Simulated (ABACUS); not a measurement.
TePb:

```
CELL_PARAMETERS angstrom
4.00229 0.00000 0.00000
0.00000 4.00229 0.00000
0.00000 0.00000 4.00229
ATOMIC_POSITIONS crystal
Pb 0.00000 0.00000 0.00000
Te 0.50000 0.50000 0.50000
```

Measurements of this composition are mostly on another form, of space group No. 225.

- Program: ABACUS 3.10.1
- Task: relaxation of cell and atoms
- Functional: PBE
- Potentials or basis: Ansatz NC PBE
- Cutoff: 1361 eV
- Density cutoff: 5442 eV
- Basis: DZP LCAO (the cutoffs set its grid)
- k mesh: 6 × 6 × 6
- Occupations: fermi-dirac, width 0.05 eV
- Spin: no spin polarisation

At the start: pressure 1.1 GPa; volume 32.05 Å³/atom.

Problem. How do energy, volume and symmetry change on relaxing?

Solution. Over 11 steps the energy falls by 350.3 meV/atom and the volume is 52.39 Å³/atom (+63.4 %); space group Pm-3m (No. 221, to 0.05 Å).

The path:
```
step  energy change (eV)  largest force (eV/Å)  pressure (GPa)  volume (Å³)
   1              0.0000                0.0000            1.08        64.11
   2             -0.0164                0.0000            1.43        66.22
   3             -0.1079                0.0000            3.04        72.83
   4             -0.4682                0.0000            3.99        87.33
   5             -0.5070                0.0000           -3.34       121.86
   6             -0.5741                0.0000           -2.81       118.36
   7             -0.6865                0.0000           -1.02       109.15
   8             -0.5772                0.0000            3.11        92.19
   9             -0.7005                0.0000            0.14       104.21
  10             -0.7006                0.0000            0.09       104.41
  11             -0.7007                0.0000            0.00       104.78
```

Final structure:
```cif
data_structure
_symmetry_space_group_name_H-M 'P 1'
_symmetry_Int_Tables_number 1
_cell_length_a 4.7144
_cell_length_b 4.7144
_cell_length_c 4.7144
_cell_angle_alpha 90.000
_cell_angle_beta 90.000
_cell_angle_gamma 90.000
_cell_volume 104.78
loop_
_atom_site_label
_atom_site_type_symbol
_atom_site_fract_x
_atom_site_fract_y
_atom_site_fract_z
_atom_site_occupancy
Pb1 Pb 0.00000 0.00000 0.00000 1
Te1 Te 0.50000 0.50000 0.50000 1
```

Caveat: the atomic orbitals were generated for these runs and aren't a published set; the volume moved by over 15 % at a fixed basis, so the end points are rough; the basis of atomic orbitals isn't converged, which shifts pressures, moduli and gaps.
